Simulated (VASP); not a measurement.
# KCl (Sylvite) (Fm-3m) in VASP: further runs

The runs below take KCl (Sylvite) through single point, electron localisation function, relaxation of cell and atoms, with PBE+MBD, PW91, PBE, B3LYP.

All numbers are computed with VASP 6.6.1; they aren't measurements. Logs are shortened: lines on timing, memory, paths and dates and some standing lists are left out, and cuts for length are marked.

**The experiment to reproduce.**

A printed reference work, monograph reports, for a bulk crystal of KCl: band gap 8.68 eV.

How close the calculation comes is told below.

## Step 1: Starting point

It takes space group Fm-3m (No. 225, cubic). Conventional cell: a = 6.293 Å, b = 6.293 Å, c = 6.293 Å, α = 90.00°, β = 90.00°, γ = 90.00°. K (site symmetry m-3m) has 6 Cl at 3.15 Å as nearest neighbours. Around Cl (site symmetry m-3m) lie 6 K at 3.15 Å.

## Step 2: Single point, PBE+MBD

INCAR

```
SYSTEM = KCl
PREC     = Accurate       ! precision mode
ENCUT    = 600            ! plane-wave cutoff, eV
EDIFF    = 1E-7           ! SCF threshold, eV
ISMEAR   = 0              ! smearing method
SIGMA    = 0.1            ! smearing width, eV
LREAL    = .FALSE.        ! projectors in reciprocal space
LASPH    = .TRUE.         ! aspherical terms in the spheres
NELM     = 80             ! most SCF steps
ALGO     = Normal         ! electronic algorithm
ISIF     = 2              ! what is computed and relaxed
LWAVE    = .FALSE.        ! write WAVECAR
LCHARG   = .FALSE.        ! write CHGCAR
GGA      = PE             ! functional
IVDW     = 202            ! dispersion correction
NBANDS   = 15             ! bands
```

KPOINTS

```
Automatic mesh
0
G
  7 7 7
  0 0 0
```

POSCAR

```
KCl
1.0
    0.0000000000      3.1464700000      3.1464700000
    3.1464700000      0.0000000000      3.1464700000
    3.1464700000      3.1464700000      0.0000000000
K Cl
1 1
Cartesian
    0.0000000000      0.0000000000      0.0000000000
    3.1464700000      3.1464700000      3.1464700000
```

Potentials or basis: VASP PAW PBE potentials, release 64 (K_sv_GW, Cl_GW).

Started as:

```console
> cat potpaw_PBE.64/K_sv_GW/POTCAR potpaw_PBE.64/Cl_GW/POTCAR > POTCAR
> mpirun -np 1 vasp_std > vasp.out
```

OUTCAR:

```text
SYSTEM = KCl
   PREC = Accurate
   ENCUT = 600
   EDIFF = 1E-7
   ISMEAR = 0
   LREAL = .FALSE.
   LASPH = .TRUE.
   NELM = 80
   ISIF = 2
   GGA = PE
   IVDW = 202
  IVDW = 202

 ion  position               nearest neighbor table
   1  0.000  0.000  0.000-
   2  0.500  0.500  0.500-

  LATTYP: Found a face centered cubic cell.
 ALAT       =     6.2929400000

  Lattice vectors:

 A1 = (   0.0000000000,   3.1464700000,   3.1464700000)
 A2 = (   3.1464700000,   0.0000000000,   3.1464700000)
 A3 = (   3.1464700000,   3.1464700000,   0.0000000000)

Analysis of symmetry for initial positions (statically):
=====================================================================
 Subroutine PRICEL returns:
 Original cell was already a primitive cell.

 Routine SETGRP: Setting up the symmetry group for a
 face centered cubic supercell.

 Subroutine GETGRP returns: Found 48 space group operations
 (whereof 48 operations were pure point group operations)
 out of a pool of 48 trial point group operations.

The static configuration has the point symmetry O_h .

Analysis of symmetry for dynamics (positions and initial velocities):
=====================================================================
 Subroutine PRICEL returns:
 Original cell was already a primitive cell.

 Routine SETGRP: Setting up the symmetry group for a
 face centered cubic supercell.

 Subroutine GETGRP returns: Found 48 space group operations
 (whereof 48 operations were pure point group operations)
 out of a pool of 48 trial point group operations.

The dynamic configuration has the point symmetry O_h .

 Subroutine INISYM returns: Found 48 space group operations
 (whereof 48 operations are pure point group operations),
 and found     1 'primitive' translations

----------------------------------------------------------------------------------------

                                     Primitive cell

  volume of cell :      62.3018

  direct lattice vectors                    reciprocal lattice vectors
     0.000000000  3.146470000  3.146470000    -0.158908237  0.158908237  0.158908237
     3.146470000  0.000000000  3.146470000     0.158908237 -0.158908237  0.158908237
     3.146470000  3.146470000  0.000000000     0.158908237  0.158908237 -0.158908237

  length of vectors
     4.449780548  4.449780548  4.449780548     0.275237140  0.275237140  0.275237140

  position of ions in fractional coordinates (direct lattice)
     0.000000000  0.000000000  0.000000000
     0.500000000  0.500000000  0.500000000

  ion indices of the primitive-cell ions
   primitive index   ion index
                 1           1
                 2           2

----------------------------------------------------------------------------------------

 KPOINTS: Automatic mesh

Automatic generation of k-mesh.
 Grid dimensions read from file:
 generate k-points for:    7    7    7

 Generating k-lattice:

  Cartesian coordinates                     Fractional coordinates (reciprocal lattice)
    -0.022701177  0.022701177  0.022701177     0.142857143  0.000000000  0.000000000
     0.022701177 -0.022701177  0.022701177     0.000000000  0.142857143  0.000000000
     0.022701177  0.022701177 -0.022701177     0.000000000  0.000000000  0.142857143

  Length of vectors
     0.039319591  0.039319591  0.039319591

  Shift w.r.t. Gamma in fractional coordinates (k-lattice)
     0.000000000  0.000000000  0.000000000

 Subroutine IBZKPT returns following result:
 ===========================================

 Found     20 irreducible k-points:

 Following reciprocal coordinates:
            Coordinates               Weight
  0.000000  0.000000  0.000000      1.000000
  0.142857  0.000000  0.000000      8.000000
  0.285714  0.000000  0.000000      8.000000
  0.428571  0.000000  0.000000      8.000000
  0.142857  0.142857  0.000000      6.000000
  0.285714  0.142857  0.000000     24.000000
[... 12 lines left out ...]
 -0.428571  0.428571  0.142857     24.000000
 -0.285714  0.428571  0.142857     24.000000
   k-points           NKPTS =     20   k-points in BZ     NKDIM =     20   number of bands    NBANDS=     15
   number of dos      NEDOS =    301   number of ions     NIONS =      2
   total plane-waves  NPLWV =  46656
   dimension x,y,z NGX =    36 NGY =   36 NGZ =   36
   dimension x,y,z NGXF=    72 NGYF=   72 NGZF=   72
   ions per type =               1   1
   NGX,Y,Z   is equivalent  to a cutoff of  13.45, 13.45, 13.45 a.u.
   NGXF,Y,Z  is equivalent  to a cutoff of  26.90, 26.90, 26.90 a.u.
 SYSTEM =  KCl
   PREC   = accura    normal or accurate (medium, high low for compatibility)
   ISTART =      0    job   : 0-new  1-cont  2-samecut
   ICHARG =      2    charge: 1-file 2-atom 10-const
   ISPIN  =      1    spin polarized calculation?
   LNONCOLLINEAR =      F non collinear calculations
   LSORBIT =      F    spin-orbit coupling
   LASPH  =      T    aspherical Exc in radial PAW
   ENCUT  =  600.0 eV  44.10 Ry    6.64 a.u.   8.89  8.89  8.89*2*pi/ulx,y,z
   NELM   =     80;   NELMIN=  2; NELMDL= -5     # of ELM steps
   EDIFF  = 0.1E-06   stopping-criterion for ELM
   LREAL  =      F    real-space projection
   EDIFFG = 0.1E-05   stopping-criterion for IOM
   NSW    =      0    number of steps for IOM
   IBRION =     -1    ionic relax: 0-MD 1-quasi-New 2-CG
   NFREE  =      0    steps in history (QN), initial steepest desc. (CG)
   ISIF   =      2    stress and relaxation
   ISYM   =      2    0-nonsym 1-usesym 2-fastsym
   POTIM  = 0.5000    time-step for ionic-motion
   TEBEG  =    0.0;   TEEND  =   0.0 temperature during run
   PSTRESS=    0.0 pullay stress
   NELECT =      16.0000    total number of electrons
   NUPDOWN=      -1.0000    fix difference up-down
   EMIN   =  10.00;   EMAX   =-10.00  energy-range for DOS
   EFERMI =   0.00;   METHOD = LEGACY
   ISMEAR =     0;   SIGMA  =   0.10  broadening in eV -4-tet -1-fermi 0-gaus
   EFERMI_NEDOS =   21; number of points for ismear=-14 and -15
   IALGO  =     38    algorithm
   IMIX   =      4    mixing-type and parameters
     AMIX     =   0.40;   BMIX     =  1.00
     AMIX_MAG =   1.60;   BMIX_MAG =  1.00
  volume/ion in A,a.u.               =      31.15       210.22
  Fermi-wavevector in a.u.,A,eV,Ry     =   1.040594  1.966437 14.732871  1.082835
  Thomas-Fermi vector in A             =   2.175177
   LORBIT       =      0    0 simple, 1 ext, 2 COOP (PROOUT), +10 PAW based schemes
   GGA     = PE    functional components
   LHFCALC =     F    Hartree Fock is set to
   AEXX    =    0.0000 exact exchange contribution
   IVDW    =   202    specifies the selected vdW correction
   LEPSILON=     F    determine dielectric tensor
   LRPA    =     F    only Hartree local field effects (RPA)
 non-spin polarized calculation
 Gauss-broadening in eV      SIGMA  =   0.10
  energy-cutoff  :      600.00
  volume of cell :       62.30
 maximum number of plane-waves:      2102
   NGX = 17   NGY = 17   NGZ = 17

 number of electron      15.9999999 magnetization

 Free energy of the ion-electron system (eV)
  ---------------------------------------------------
  ext. energy  EPLUGINS =         0.00000000
  ---------------------------------------------------
  free energy    TOTEN  =        -9.27460608 eV

  energy without entropy =       -9.27460608  energy(sigma->0) =       -9.27460608

 E-fermi :  -0.2022     XC(G=0):  -7.5448

 val. band max:       -0.6405517792   @ k =   0.0000   0.0000   0.0000
 cond. band min:       4.5490582335   @ k =   0.0000   0.0000   0.0000
 fundamental gap:      5.1896100127
 Fermi energy:        -0.2021908146

 k-point     1 :       0.0000    0.0000    0.0000
  band No.  band energies     occupation
      1     -27.8322      2.00000
      2     -12.7598      2.00000
      3     -11.2922      2.00000
      4     -11.2922      2.00000
      5     -11.2922      2.00000
      6      -0.6406      2.00000
      7      -0.6406      2.00000
      8      -0.6406      2.00000
      9       4.5491      0.00000
     10       7.7246      0.00000
     11       7.7246      0.00000
     12       7.7246      0.00000
     13       8.5824      0.00000
     14       8.5824      0.00000
     15      12.3309      0.00000

 k-point     2 :       0.1429    0.0000    0.0000
  band No.  band energies     occupation
      1     -27.8302      2.00000
      2     -12.7988      2.00000
      3     -11.2940      2.00000
      4     -11.2940      2.00000
      5     -11.2433      2.00000
      6      -0.8810      2.00000
      7      -0.7053      2.00000
      8      -0.7053      2.00000
      9       5.0277      0.00000
     10       7.5847      0.00000
     11       7.9771      0.00000
     12       7.9771      0.00000
     13       8.8539      0.00000
     14       8.8539      0.00000
     15      13.0209      0.00000

 k-point     3 :       0.2857    0.0000    0.0000
  band No.  band energies     occupation
      1     -27.8257      2.00000
      2     -12.8786      2.00000
      3     -11.2979      2.00000
      4     -11.2979      2.00000
      5     -11.1406      2.00000
      6      -1.3377      2.00000
      7      -0.8445      2.00000
      8      -0.8445      2.00000
      9       6.0741      0.00000
     10       7.5422      0.00000
     11       8.6815      0.00000
     12       8.6815      0.00000
     13       9.5790      0.00000
     14       9.5790      0.00000
     15      12.5218      0.00000

 k-point     4 :       0.4286    0.0000    0.0000
  band No.  band energies     occupation
      1     -27.8221      2.00000
      2     -12.9367      2.00000
      3     -11.3010      2.00000
      4     -11.3010      2.00000
      5     -11.0638      2.00000
      6      -1.6500      2.00000
      7      -0.9504      2.00000
      8      -0.9504      2.00000
      9       6.8365      0.00000
     10       7.8720      0.00000
     11       9.6227      0.00000
     12       9.6227      0.00000
     13      10.4355      0.00000
     14      10.4355      0.00000
     15      11.5991      0.00000
[... 235 lines left out ...]
 k-point    18 :      -0.4286    0.2857    0.1429
  band No.  band energies     occupation
      1     -27.8200      2.00000
      2     -12.8366      2.00000
      3     -11.3556      2.00000
      4     -11.3300      2.00000
      5     -11.1619      2.00000
      6      -1.4259      2.00000
      7      -1.0331      2.00000
      8      -0.9685      2.00000
      9       7.1387      0.00000
     10       7.5407      0.00000
     11       9.1504      0.00000
     12       9.6992      0.00000
     13      10.2000      0.00000
     14      10.6791      0.00000
     15      11.1775      0.00000

 k-point    19 :      -0.4286    0.4286    0.1429
  band No.  band energies     occupation
      1     -27.8190      2.00000
      2     -12.7444      2.00000
      3     -11.3909      2.00000
      4     -11.3610      2.00000
      5     -11.2488      2.00000
      6      -1.2854      2.00000
      7      -0.9977      2.00000
      8      -0.9577      2.00000
      9       6.4799      0.00000
     10       7.8548      0.00000
     11       8.8788      0.00000
     12       9.7951      0.00000
     13      10.0135      0.00000
     14      10.7938      0.00000
     15      11.3027      0.00000

 k-point    20 :      -0.2857    0.4286    0.1429
  band No.  band energies     occupation
      1     -27.8187      2.00000
      2     -12.7717      2.00000
      3     -11.3968      2.00000
      4     -11.3609      2.00000
      5     -11.2021      2.00000
      6      -1.2208      2.00000
      7      -1.1458      2.00000
      8      -1.0042      2.00000
      9       7.0779      0.00000
     10       7.7773      0.00000
     11       8.8618      0.00000
     12       9.2624      0.00000
     13      10.6841      0.00000
     14      10.7625      0.00000
     15      11.5973      0.00000

------------------------ aborting loop because EDIFF is reached ----------------------------------------

  Hirshfeld charges:
            ion         q(e)
   ------------------------------
      1     K        0.29905666
      2     Cl      -0.29905666

  Tkatchenko/Scheffler method for vdW energy calculation

  Edisp (eV):   -0.60453

  FORCE on cell =-STRESS in cart. coord.  units (eV):
  Direction    XX          YY          ZZ          XY          YZ          ZX
  --------------------------------------------------------------------------------------
  -------------------------------------------------------------------------------------
  Total      -0.82583    -0.82583    -0.82583     0.00000     0.00000    -0.00000
  in kB     -21.23739   -21.23739   -21.23739     0.00000     0.00000    -0.00000
  external pressure =      -21.24 kB  Pullay stress =        0.00 kB

 VOLUME and BASIS-vectors are now :
 -----------------------------------------------------------------------------
  energy-cutoff  :      600.00
  volume of cell :       62.30
      direct lattice vectors                 reciprocal lattice vectors
     0.000000000  3.146470000  3.146470000    -0.158908237  0.158908237  0.158908237
     3.146470000  0.000000000  3.146470000     0.158908237 -0.158908237  0.158908237
     3.146470000  3.146470000  0.000000000     0.158908237  0.158908237 -0.158908237

 POSITION                                       TOTAL-FORCE (eV/Angst)
 -----------------------------------------------------------------------------------
      0.00000      0.00000      0.00000         0.000000      0.000000      0.000000
      3.14647      3.14647      3.14647        -0.000000     -0.000000     -0.000000
 -----------------------------------------------------------------------------------
    total drift:                                0.000000      0.000000      0.000000

  FREE ENERGIE OF THE ION-ELECTRON SYSTEM (eV)
  ---------------------------------------------------
  free  energy   TOTEN  =        -9.8791389479 eV

  energy  without entropy=       -9.8791389479  energy(sigma->0) =       -9.87913895
```

It took 30 s on 1 thread of Intel Xeon Platinum 8488C (Sapphire Rapids), shared host; peak memory 0.21 GiB.

Results:

```
Free energy                : -9.8791 eV
Pressure                   : -2.1 GPa
Band gap on the k mesh     : 5.19 eV, direct
Hirshfeld charges          : K +0.30; Cl -0.30 e
Dispersion energy per atom : -0.302 eV
```

Caveat: an odd mesh through Γ misses points on the zone boundary, where band edges often lie.

(Part 1 of 2 ends here.)
